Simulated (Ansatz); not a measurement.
# TiSi2 (Fddd) in Ansatz: band structure with PBE

Aim: the band structure of TiSi2 with PBE.

Program: Ansatz 0.2.0. These are calculated values, not measurements. Logs are shortened: lines on timing, memory, paths and dates and some standing lists are left out, and cuts for length are marked.

## (1) Starting point

Symmetry: Fddd, No. 70, orthorhombic system. The conventional cell has a = 4.779 Å, b = 8.235 Å, c = 8.526 Å, α = 90.00°, β = 90.00°, γ = 90.00°. Ti (site symmetry 222) has 10 Si at 2.55 to 2.78 Å as nearest neighbours. Si (site symmetry 2) is surrounded by 5 Si at 2.52 to 2.79 Å and 5 Ti at 2.55 to 2.78 Å.

The cell is a database's computed one.

## (2) Band structure, PBE

input.yaml

```yaml
crystal:
  lattice:
    - [0.0, 4.1175163063, 4.2628978354]
    - [2.3895119538, 0.0, 4.2628978354]
    - [2.3895119538, 4.1175163063, 0.0]
  atoms:
    - { symbol: Ti, position: [0.75, 0.75, 0.75] }
    - { symbol: Ti, position: [0.5, 0.5, 0.5] }
    - { symbol: Si, position: [0.41256561, 0.08743439, 0.41256561] }
    - { symbol: Si, position: [0.08743439, 0.41256561, 0.08743439] }
    - { symbol: Si, position: [0.16256561, 0.83743439, 0.16256561] }
    - { symbol: Si, position: [0.83743439, 0.16256561, 0.83743439] }
hamiltonian:
  xc: pbe
  pseudopotentials: { kind: paw }
kpoints:
  mp_grid: { grid: [7, 7, 7] }
  band_path:
    path:
      - [[0.0, 0.0, 0.0], [0.5, 0.0, 0.5], [1.0, 0.5, 0.5], [0.5, 0.5, 0.0], [0.0, 0.0, 0.0], [0.0, 0.4127457158, 0.4127457158], [0.5, 0.2443551471, 0.7443551471], [0.5, 0.0, 0.5]]
      - [[1.0, 0.5, 0.5], [1.0, 0.5872542842, 0.5872542842]]
      - [[0.0, 0.4127457158, 0.4127457158], [0.5, 0.7556448529, 0.2556448529], [0.5, 0.5, 0.0]]
      - [[0.5, 0.5, 0.5], [0.0, 0.0, 0.0]]
    npoints: 14
scf:
  occupations: { method: fermi_dirac, width: 0.05 }
  n_extra_bands: 15
output:
  forces: true
  stress: true
  eigenvalues: true
  fatbands: false
```

Potentials or basis: Ansatz PAW.

On the command line:

```console
$ ansatz run input.yaml --threads 2 --pin off --max-ram 5632MiB --backend cpu --events-out ev --progress --plain --runs-dir out
```

The log of the run:

```text
Warning: RAYON_NUM_THREADS=2 ignored (pool sized by the plan → 2); use --threads N
scf.n_extra_bands = 15 over 20 filled bands (N_el = 40.0): the run solves 35 bands
Engine: ansatz 0.2.0, x86_64-unknown-linux-gnu
Pseudopotentials: kind: paw
Pseudopotential: Ti, paw, valence charge 12, recommended cutoff 420 eV (normal), Ti.paw.azcp
Pseudopotential: Si, paw, valence charge 4, recommended cutoff 420 eV (normal), Si.paw.azcp
Functional definition: PBE
  parameter kappa = 0.804
  parameter beta = 0.06672455060314922
  exchange = pbe_x(kappa = kappa, mu = beta*pi^2/3)
  correlation = pbe_c(beta = beta)
Crystal: 6 atoms, lattice volume = 83.884 Å³
Basis set: ecut = 420 eV, 1617 PW (Γ), exchange–correlation on 80×72×64 points (8 copies of the dense FFT grid, shifted against one another)
Bands: 35, of which v1, the nominal top of the filled ones, is band 20 counted from 1 (19 counted from 0)
Symmetry: 8 space group operations
Space group: Fddd (ITA 70), of the structure as read, at distance tolerance 4.4e-5 Å
k-points: 64 of 343
Non-local potential: Ti, projectors of the file, l = 0: 3, l = 1: 2, l = 2: 3, l = 3: 1
Non-local potential: Si, projectors of the file, l = 0: 2, l = 1: 2, l = 2: 2
PAW form: soft (Blöchl's): semilocal exchange-correlation on the pseudo side does not see the compensation charge
PAW one-centre angular grid: Ti, 590 points (default); XC on 64 Gauss nodes
PAW one-centre angular grid: Si, 110 points (default); XC on 64 Gauss nodes
Initial density: superposition of atomic densities (neutral atoms: chi_scale 0, normalization atom), corrected by the library's trained network
Initial wavefunctions: pseudopotential atomic-orbital guess
Functional: x = pbe(κ = 0.804, μ = 0.2195149727645171), c = pbe(β = 0.06672455060314922)
SCF iter   1: F=—  HF=-7545.916076 eV  |F-HF|=—  |Δ(HF+E_count)|=         —  Δρ=4.26e-3  dr2=2.21e-2  ethr=1.77e-3  ⟨swp⟩=5.0  Hψ=10069  notcnv=0  defer=74
preconditioner: auto → Kerker (q_TF=auto, 2.412 Å⁻¹)  [metal: Δε(μ)=0.004 eV  Ē_g=8.409 eV  σ=0.050 eV  W_gap=0.02  n_scr=16 (ndim 8)  ℏωp=19.9 eV  f_vac=0.000  D(μ)=2.40/eV (n_scr^D=16)]
SCF iter   2: F=—  HF=-7545.914284 eV  |F-HF|=—  |Δ(HF+E_count)|=   1.79e-3  Δρ=2.37e-3  dr2=7.02e-3  ethr=5.51e-5  ⟨swp⟩=1.0  Hψ=2754  notcnv=0  defer=295
SCF iter   3: F=—  HF=-7545.913421 eV  |F-HF|=—  |Δ(HF+E_count)|=   8.63e-4  Δρ=2.58e-4  dr2=8.34e-5  ethr=1.76e-5  ⟨swp⟩=2.2  Hψ=2227  notcnv=0  defer=295
SCF iter   4: F=—  HF=-7545.913404 eV  |F-HF|=—  |Δ(HF+E_count)|=   1.70e-5  Δρ=6.15e-5  dr2=2.15e-6  ethr=2.08e-7  ⟨swp⟩=2.2  Hψ=2550  notcnv=0  defer=295
SCF iter   5: F=—  HF=-7545.913404 eV  |F-HF|=—  |Δ(HF+E_count)|=   8.12e-8  Δρ=1.48e-5  dr2=1.40e-7  ethr=5.38e-9  ⟨swp⟩=2.6  Hψ=2815  notcnv=0  defer=295
SCF iter   6: F=-7545.913404 eV  HF=-7545.913404 eV  |F-HF|=8.07e-10  |Δ(HF+E_count)|=   1.00e-8  Δρ=1.84e-6  dr2=2.51e-9  ethr=2.50e-10  ⟨swp⟩=8.0  Hψ=9331  notcnv=0
SCF 1 converged in 6 iterations: F = -7545.913404 eV  dr2 = 2.51e-9
NSCF: frozen V_eff on 158 k-points
SCF converged after 6 iterations
Free energy (F): -7545.913404 eV
Harris-Foulkes:  -7545.913404 eV  (|F-HF|=8.07e-10)
Internal energy: -7545.893222 eV  (E = F + TS)
E sigma→0 (E₀):  -7545.903313 eV
Entropy (-TS):   -0.020182 eV (-3.364 meV/atom)
Fermi energy:    12.636526 eV
--- Per-component energies (eV) ---
  E_band       = -213.423039
  E_kinetic    = 720.028326
  E_local      = -2024.484469  (includes V_loc(G=0)·N_el)
  E_nonlocal   = 117.061663
  E_hartree    = 883.903024
  E_xc         = -423.673775
  E_vxc        = -441.763807  (∫ρ·V_xc dr)
  E_paw        = -4146.216406  (= ΣΔE_a)
  E_vpaw       = -352.069360  (= ΣTr[D̂ρ^β])
  E_aug_tail   = 0.000245  (compensation charges beyond the density's cutoff)
  E_ewald      = -2672.511829
  E_smearing   = -0.020182  (= −TS)
  E_closure    = 0.000000  (closes the sum)
  Σ components = -7545.913404   (vs F -7545.913404, Δ=0.00e0)
--- Forces (eV/Å), atoms counted from 1 ---
  atom   1  Ti    -0.00000000     0.00000000    -0.00000000
  atom   2  Ti     0.00000000    -0.00000000     0.00000000
  atom   3  Si     0.00000000     0.02040937    -0.00000000
  atom   4  Si     0.00000000    -0.02040937     0.00000000
  atom   5  Si     0.00000000     0.02040937    -0.00000000
  atom   6  Si     0.00000000    -0.02040937     0.00000000
  max |Σ_I F_I| component: 0.00e0 eV/Å
--- Stress (GPa, compression-positive) ---
        2.371999      -0.000000      -0.000000
       -0.000000       0.813928       0.000000
       -0.000000       0.000000       3.028595
  P = ⅓ Tr σ = 2.0715 GPa (20.715 kbar)
--- Band table (eV; the first three rows and the last of 64) ---
  k-point 0: bands = ["-43.5916", "-43.5630", "-19.9772", "-19.9770", "-19.8874", "-19.8725", "-19.8639", "-19.8504", "0.0371", "5.9330", "6.8904", "7.2350", "7.5940", "8.8757", "8.9065", "10.1324", "10.3648", "10.5675", "10.8572", "11.2854", "11.7076", "14.7198", "15.7773", "15.9871", "16.0785", "16.1013", "16.3479", "16.4161", "16.4623", "16.7628", "16.8935", "17.1970", "17.4642", "19.5863", "19.5868"]
  k-point 1: bands = ["-43.5905", "-43.5641", "-19.9793", "-19.9733", "-19.8937", "-19.8726", "-19.8622", "-19.8504", "0.2513", "5.6559", "6.0557", "7.1195", "7.9585", "8.8125", "9.3210", "9.8857", "10.4903", "10.5821", "11.3616", "11.4587", "11.6939", "14.5115", "15.5950", "15.6662", "15.8579", "15.9981", "16.1858", "16.4896", "16.6156", "17.1795", "17.5006", "17.7273", "17.9811", "19.7143", "20.1138"]
  k-point 2: bands = ["-43.5877", "-43.5668", "-19.9839", "-19.9637", "-19.9096", "-19.8713", "-19.8599", "-19.8497", "0.8663", "4.7320", "5.2301", "6.9921", "7.7716", "8.5167", "9.5771", "10.0807", "10.8842", "11.3060", "11.5582", "11.8964", "12.4833", "13.9860", "15.1722", "15.2493", "15.4716", "15.5046", "16.4067", "16.7433", "17.0531", "17.5764", "18.3602", "18.8580", "19.2241", "19.8011", "20.0966"]
  k-point 63: bands = ["-43.5779", "-43.5765", "-19.9575", "-19.9508", "-19.9182", "-19.9086", "-19.8547", "-19.8508", "2.0875", "2.1217", "6.0902", "7.0928", "8.0251", "9.3673", "9.5743", "10.0745", "10.9661", "11.1725", "11.6184", "11.6575", "13.5405", "13.6119", "14.7388", "15.2937", "15.6680", "15.8168", "16.1670", "16.3289", "16.8509", "17.1472", "17.4110", "17.5043", "18.9244", "19.4922", "20.3536"]
```

Run time: 9.1 s. Hardware: 2 threads of AMD EPYC 7R43 (Zen 3), shared host; peak memory 0.54 GiB.

What came out:

```yaml
Free_energy: -7545.9134 eV
Pressure: 2.1 GPa
Largest_force: 0.020 eV/Å
Band_gap_on_the_k_mesh: none (metal or under the smearing width)
```

Forces in eV/Å, atoms in the order of the input:
```
Ti   0.000  0.000  0.000
Ti   0.000  0.000  0.000
Si   0.000  0.020  0.000
Si   0.000 -0.020  0.000
Si   0.000  0.020  0.000
Si   0.000 -0.020  0.000
```

Stress tensor (GPa, compression positive):
```
2.37 0.00 0.00
0.00 0.81 0.00
0.00 0.00 3.03
```

Levels at the corners of the path, in eV from the Fermi level:
```csv
point,band 17,band 18,band 19,band 20,band 21,band 22,band 23,band 24
Γ,-2.27,-2.07,-1.78,-1.35,-0.93,2.08,3.14,3.35
Y,-2.35,-2.35,-0.87,-0.87,1.28,1.28,3.31,3.31
T,-1.12,-1.12,-0.65,-0.65,0.85,0.85,2.29,2.29
Z,-1.56,-1.56,-0.96,-0.96,0.75,0.75,3.23,3.23
Γ,-2.27,-2.07,-1.78,-1.35,-0.93,2.08,3.14,3.35
X,-1.35,-0.40,0.06,0.14,0.74,0.94,1.79,2.54
A1,-1.68,-1.68,-1.39,-1.39,1.42,1.42,2.16,2.16
Y,-2.35,-2.35,-0.87,-0.87,1.28,1.28,3.31,3.31
T,-1.12,-1.12,-0.65,-0.65,0.85,0.85,2.29,2.29
X1,-1.35,-0.40,0.06,0.14,0.74,0.94,1.79,2.54
X,-1.35,-0.40,0.06,0.14,0.74,0.94,1.79,2.54
A,-1.68,-1.68,-1.39,-1.39,1.42,1.42,2.16,2.16
Z,-1.56,-1.56,-0.96,-0.96,0.75,0.75,3.23,3.23
L,-1.93,-1.05,-0.01,0.15,0.99,1.39,1.68,2.26
Γ,-2.27,-2.07,-1.78,-1.35,-0.93,2.08,3.14,3.35
```
